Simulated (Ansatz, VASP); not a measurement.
# BP in VASP and in Ansatz

File INCAR:

```
SYSTEM = BP
  PREC = Accurate
  ENCUT = 520
  EDIFF = 1E-7
  ISMEAR = 0
  SIGMA = 0.02
  LREAL = .FALSE.
  LASPH = .TRUE.
  NELM = 80
  ALGO = Normal
  ISIF = 2
  LWAVE = .FALSE.
  LCHARG = .FALSE.
  GGA = PE
  NBANDS = 11
```

The input KPOINTS:

```
Automatic mesh
0
G
  10 10 10
  0 0 0
```

POSCAR

```
BP
1.0
    0.0000000000      2.2574961700      2.2574961700
    2.2574961700      0.0000000000      2.2574961700
    2.2574961700      2.2574961700      0.0000000000
B P
1 1
Direct
    0.0000000000      0.0000000000      0.0000000000
    0.7500000000      0.7500000000      0.7500000000
```

Input for Ansatz:

```yaml
crystal:
  lattice:
    - [0.0, 2.25749617, 2.25749617]
    - [2.25749617, 0.0, 2.25749617]
    - [2.25749617, 2.25749617, 0.0]
  atoms:
    - { symbol: B, position: [0.0, 0.0, 0.0] }
    - { symbol: P, position: [0.75, 0.75, 0.75] }
basis:
  ecutwfc: 420
kpoints:
  mp_grid: { grid: [10, 10, 10] }
hamiltonian:
  xc: pbe
scf:
  occupations: { method: gaussian, width: 0.02 }
output:
  forces: true
  stress: true
  eigenvalues: true
```

Alike in both runs: task single point; functional PBE; k mesh 10 × 10 × 10; occupations gaussian, width 0.02 eV; no spin polarisation.

|  | VASP | Ansatz |
| --- | --- | --- |
| version | VASP 6.6.1 | Ansatz 0.2.0 |
| potentials or method | VASP PAW PBE potentials, release 64 (B, P) | scalar-relativistic, plane waves, PAW |
| plane-wave cutoff (eV) | 520 | 420 |
| valence electrons in the cell | 8 | 8 |

Ansatz gave:

| Item | Value |
| --- | --- |
| gap on the k mesh at the Fermi level (eV) | 1.22 |
| least direct gap on the mesh (eV) | 3.43 |
| pressure (GPa) | 3.7 |

Question: Estimate VASP's values.

Answer: gap on the k mesh at the Fermi level (eV): 1.22; least direct gap on the mesh (eV): 3.42; pressure (GPa): 3.5.

The functional is the same, so the differences come from potentials, cutoffs and numerics.

A k mesh can miss the band edges.
